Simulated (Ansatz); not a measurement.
CO2:

```xyz
6
Lattice="-1.9747 1.9747 3.0141 1.9747 -1.9747 3.0141 1.9747 1.9747 -3.0141" Properties=species:S:1:pos:R:3 pbc="T T T"
O     1.3223    0.9874    3.7676
O     0.6525    0.9874    0.7535
O     2.9621    0.6525   -0.7535
O    -0.9874    1.3223    2.2605
C     0.0000    0.0000    0.0000
C     0.0000    1.9747    1.5070
```

The cell comes from a database or a generator and needn't be the stable form of this composition.

```yaml
Program: Ansatz 0.2.0
Task: relaxation of cell and atoms
Functional: PBEsol
Potentials_or_basis: Ansatz PAW
Cutoff: "420 eV (not typed: the program's choice for these potentials)"
k_mesh: 9 × 9 × 9
Occupations: fermi-dirac, width 0.05 eV
Spin: no spin polarisation
```

At the start: volume 7.84 Å³/atom.

Problem. How do energy, volume and symmetry change on relaxing?

Solution. It ends after 7 steps and the volume is 7.59 Å³/atom (-3.1 %); space group I-42d (No. 122, to 0.05 Å).

The path:
| step | energy change (eV) | largest force (eV/Å) | volume (Å³) |
| --- | --- | --- | --- |
| 1 | 0.0000 | 0.2141 | 47.01 |
| 2 | -0.0317 | 0.1084 | 45.98 |
| 3 | -0.0373 | 0.0212 | 45.62 |
| 4 | -0.0371 | 0.0061 | 45.65 |
| 5 | -0.0277 | 0.0067 | 45.65 |
| 6 | -0.0284 | 0.0005 | 45.57 |
| 7 | -0.0278 | 0.0003 | 45.57 |

Final structure:
```
CELL_PARAMETERS angstrom
-1.95911 1.95911 2.96814
1.95911 -1.95911 2.96814
1.95911 1.95911 -2.96814
ATOMIC_POSITIONS crystal
O 0.87500 0.95776 0.58276
O 0.37500 0.29224 0.41724
O 0.04224 0.62500 0.91724
O 0.70776 0.12500 0.08276
C 0.00000 0.00000 0.00000
C 0.75000 0.25000 0.50000
```

Caveat: the plane-wave basis is chosen anew once the cell has moved, so the energies of steps on either side of that aren't comparable; the pressure holds a Pulay correction of +1.3 GPa for the finite cutoff; the PAW data sets come from PBE, with cores solved anew for the run's functional, which leaves a small shift of forces and pressure.
